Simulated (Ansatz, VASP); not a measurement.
## Au: VASP beside Ansatz

```
Au
1.0
     0.00000    1.75958    1.75958
     1.75958    0.00000    1.75958
     1.75958    1.75958    0.00000
Au
1
Direct
  0.00000 0.00000 0.00000
```

Change from the starting cell: volume scaled by 0.64, LAPW.

Alike in both runs: task single point; functional PBEsol; k mesh 18 × 18 × 18; occupations fermi-dirac, width 0.08 eV; no spin polarisation.

|  | VASP | Ansatz |
| --- | --- | --- |
| version | VASP 6.6.1 | Ansatz 0.2.0 |
| potentials or method | VASP PAW PBE potentials, release 64 (Au), cutoff 520 eV | all-electron LAPW, scalar-relativistic |

|  | VASP | Ansatz | Ansatz less VASP |
| --- | --- | --- | --- |
| pressure (GPa) | 269.8 | 267.4 | -2.33 |

Ansatz ran all-electron here, so the differences hold the error of VASP's frozen core and of both bases.

Caveats: the cell as given lies far from equilibrium; so large a pressure means that the cell lies far from this level's equilibrium, or that cutoff or potentials fall short (VASP); the potentials were made for another functional, which shifts forces and pressure (VASP). Spin-orbit coupling is left out, which matters for the levels of Au.
